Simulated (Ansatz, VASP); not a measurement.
# One calculation of MgO, two programs

File INCAR:

```
SYSTEM = MgO
PREC = Accurate ; ENCUT = 520
EDIFF = 1E-6 ; ISMEAR = 0
SIGMA = 0.05 ; LREAL = .FALSE.
LASPH = .TRUE. ; NELM = 100
ALGO = Normal ; ISIF = 2
LWAVE = .FALSE. ; LCHARG = .FALSE.
GGA = CA ; NBANDS = 11
```

KPOINTS

```
Automatic mesh
0
G
  9 9 8
  0 0 0
```

The input POSCAR:

```
MgO
1.0
    2.9380209034      0.0000000000      0.0000000000
   -1.4690104517      2.5444007392      0.0000000000
    0.0000000000      0.0000000000      2.6394848000
Mg O
1 1
Direct
    0.0000000000      0.0000000000      0.0000000000
    0.3333333333      0.6666666667      0.5000000000
```

Input for Ansatz:

```yaml
crystal:
  lattice:
    - [2.9380209034, 0.0, 0.0]
    - [-1.4690104517, 2.5444007392, 0.0]
    - [0.0, 0.0, 2.6394848]
  atoms:
    - { symbol: Mg, position: [0.0, 0.0, 0.0] }
    - { symbol: O, position: [0.3333333333, 0.6666666667, 0.5] }
basis:
  ecutwfc: 420
kpoints:
  mp_grid: { grid: [9, 9, 8] }
hamiltonian:
  xc: lda
scf:
  occupations: { method: gaussian, width: 0.05 }
output:
  forces: true
  stress: true
  eigenvalues: true
```

Change from the starting cell: strain +0.000 along x and y, -0.015 along z, atoms carried along.

Alike in both runs: task single point; functional LDA; k mesh 9 × 9 × 8; occupations gaussian, width 0.05 eV; no spin polarisation.

|  | VASP | Ansatz |
| --- | --- | --- |
| version | VASP 6.6.1 | Ansatz 0.2.0 |
| potentials or method | VASP PAW LDA potentials, release 64 (Mg, O) | scalar-relativistic, plane waves, PAW |
| plane-wave cutoff (eV) | 520 | 420 |
| valence electrons in the cell | 8 | 16 |

Ansatz gave:

```
gap on the k mesh at the Fermi level (eV)       : 2.97
least direct gap on the mesh (eV)               : 3.35
pressure (GPa)                                  : -7.1
largest component of the traceless stress (GPa) : 4.89
```

Estimate VASP's values.

gap on the k mesh at the Fermi level (eV): 2.97; least direct gap on the mesh (eV): 3.35; pressure (GPa): -8.8; largest component of the traceless stress (GPa): 4.65.

The two sets of potentials don't hold the same shells in valence.

Caveats: an odd mesh through Γ misses points on the zone boundary, where band edges often lie.
